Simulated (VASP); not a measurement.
Crystal: AlRu.

```
CELL_PARAMETERS angstrom
2.99160 0.00000 0.00000
0.00000 2.99160 0.00000
0.00000 0.00000 2.99160
ATOMIC_POSITIONS crystal
Ru 0.50000 0.50000 0.50000
Al 0.00000 0.00000 0.00000
```

```yaml
Program: VASP 6.6.1
Task: relaxation of cell and atoms
Functional: LDA
Potentials_or_basis: VASP PAW LDA potentials, release 64 (Ru_pv, Al)
Cutoff: 600 eV
k_mesh: 9 × 9 × 9
Occupations: fermi-dirac, width 0.05 eV
Spin: no spin polarisation
```

At the start: pressure -7.6 GPa; volume 13.39 Å³/atom.

Problem. How do energy, volume and symmetry change on relaxing?

Solution. Over 4 steps the energy falls by 11.7 meV/atom and the volume is 12.91 Å³/atom (-3.6 %); space group Pm-3m (No. 221, to 0.05 Å).

Step by step:
```
step  energy change (eV)  largest force (eV/Å)  pressure (GPa)  volume (Å³)
   1              0.0000                0.0000           -7.61        26.77
   2              0.0420                0.0000           15.30        24.38
   3             -0.0234                0.0000           -0.26        25.84
   4             -0.0234                0.0000            0.09        25.82
```

Final structure:
```yaml
crystal:
  lattice:
    - [2.95556, 0.00000, 0.00000]
    - [0.00000, 2.95556, 0.00000]
    - [0.00000, 0.00000, 2.95556]
  atoms:
    - { symbol: Ru, position: [0.50000, 0.50000, 0.50000] }
    - { symbol: Al, position: [0.00000, 0.00000, 0.00000] }
```
